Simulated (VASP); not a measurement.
N2: single point with PBE

Molecule: N2, in a box.

```
CELL_PARAMETERS angstrom
9.00000 0.00000 0.00000
0.00000 9.50000 0.00000
0.00000 0.00000 10.00000
ATOMIC_POSITIONS crystal
N 0.50000 0.50000 0.44489
N 0.50000 0.50000 0.55511
```

```json
{"Program": "VASP 6.6.1", "Task": "single point", "Functional": "PBE", "Potentials or basis": "VASP PAW PBE potentials, release 64 (N)", "Cutoff": "520 eV", "k mesh": "1 × 1 × 1", "Occupations": "fermi-dirac, width 0.02 eV", "Spin": "no spin polarisation", "Dipole correction": "no", "Further INCAR settings": "ALGO = Normal; EDIFF = 1e-06; NBANDS = 12"}
```

```yaml
Largest_force: 1.730 eV/Å
Gap_between_the_frontier_levels: 8.20 eV
```

Forces on the atoms (eV/Å):
```
N    0.000  0.000 -1.730
N    0.000  0.000  1.730
```

Levels at points of the mesh, in eV from the valence-band top:
```
           k point  band 1  band 2  band 3  band 4  band 5  band 6  band 7  band 8  band 9  band 10
(0.00, 0.00, 0.00)  -18.15   -3.27   -1.42   -1.42    0.00    8.20    8.20    9.84   11.23    11.30
```

It took 87 s on 1 thread of Intel(R) Xeon(R) Platinum 8175M CPU @ 2.50GHz (Skylake/Cascade Lake) (shared host), peak memory 0.73 GiB.

Caveat: the standard files for N, O and F lose accuracy on very short bonds. Expect the measured gap to be larger: semilocal functionals such as PBE lack the derivative discontinuity.
